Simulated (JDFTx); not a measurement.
Crystal: BaF2 (Frankdicksonite).

```
Ba F
1.0
     0.00000    3.10005    3.10005
     3.10005    0.00000    3.10005
     3.10005    3.10005    0.00000
Ba F
1 2
Direct
  0.00000 0.00000 0.00000
  0.75000 0.75000 0.75000
  0.25000 0.25000 0.25000
```

Program: JDFTx 1.7.0 (patched build). Alike in all runs: task single point; no spin polarisation; cell as given; k mesh 8 × 8 × 8; cutoff (eV) 1143; smearing fermi-dirac 0.05 eV.

**Question.** Order these runs on this cell by their band gap on the k mesh, lowest first.
A. level PBE; potentials or basis PseudoDojo-SR-PBE-0.5-standard
B. level LDA; potentials or basis PseudoDojo-SR-LDA-0.4.1-standard
C. level PBEsol; potentials or basis PseudoDojo-SR-PBEsol-0.4.1-standard

**Answer.** B (6.43 eV), C (6.68 eV), A (6.85 eV).

Caveats: spin-orbit coupling is left out, which moves the levels of the heavy elements; this release of the barium file is off (some runs); the empty levels aren't tightly converged (some runs).

A k mesh can miss the band edges.
